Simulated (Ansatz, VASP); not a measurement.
# AlN in VASP and in Ansatz

Contents of INCAR:

```
SYSTEM = AlN
PREC     = Accurate       ! precision mode
ENCUT    = 520            ! plane-wave cutoff, eV
EDIFF    = 1E-6           ! SCF threshold, eV
ISMEAR   = 0              ! smearing method
SIGMA    = 0.05           ! smearing width, eV
LREAL    = .False.        ! projectors in reciprocal space
LASPH    = .True.         ! aspherical terms in the spheres
NELM     = 100            ! most SCF steps
ALGO     = Normal         ! electronic algorithm
ISIF     = 2              ! what is computed and relaxed
LWAVE    = .False.        ! write WAVECAR
LCHARG   = .True.         ! write CHGCAR
GGA      = PS             ! functional
LELF     = .True.         ! ELF
LVHAR    = .True.       
NBANDS   = 11             ! bands
```

File KPOINTS:

```
Automatic mesh
0
Gamma
  10 10 10
  0 0 0
```

The input POSCAR:

```
AlN
1.0
    0.0000000000      2.1886566781      2.1886566781
    2.1886566781      0.0000000000      2.1886566781
    2.1886566781      2.1886566781      0.0000000000
Al N
1 1
Direct
    0.0000000000      0.0000000000      0.0000000000
    0.7500000000      0.7500000000      0.7500000000
```

Input for Ansatz:

```yaml
crystal:
  lattice:
    - [0.0, 2.1886566781, 2.1886566781]
    - [2.1886566781, 0.0, 2.1886566781]
    - [2.1886566781, 2.1886566781, 0.0]
  atoms:
    - { symbol: Al, position: [0.0, 0.0, 0.0] }
    - { symbol: "N", position: [0.75, 0.75, 0.75] }
basis:
  ecutwfc: 520.0
kpoints:
  mp_grid: { grid: [10, 10, 10] }
hamiltonian:
  xc: pbesol
  pseudopotentials: { kind: paw, azcp: { folder: soft_1 } }
scf:
  occupations: { method: gaussian, width: 0.05 }
output:
  forces: true
  stress: true
  eigenvalues: true
```

Measurements of this composition are mostly on another form, of space group No. 186.

Alike in both runs: task single point; functional PBEsol; k mesh 10 × 10 × 10; occupations gaussian, width 0.05 eV; no spin polarisation.

```csv
,VASP,Ansatz
version,VASP 6.6.1,Ansatz 0.2.0
potentials or method,"VASP PAW PBE potentials, release 64 (Al, N)","scalar-relativistic, plane waves, PAW"
plane-wave cutoff (eV),520,520
valence electrons in the cell,8,8
```

|  | VASP | Ansatz | Ansatz less VASP |
| --- | --- | --- | --- |
| gap on the k mesh at the Fermi level (eV) | 3.18 | 3.19 | +0.007 |
| least direct gap on the mesh (eV) | 4.08 | 4.06 | -0.015 |
| pressure (GPa) | 0.0 | 0.0 | -0.01 |

Ansatz warned: «pseudo_functional_mismatch».

Caveats: the PAW data sets were made with another functional, which shifts forces and pressure a little (VASP). A k mesh can miss the band edges. Expect the measured gap to be larger: semilocal functionals such as PBEsol lack the derivative discontinuity.
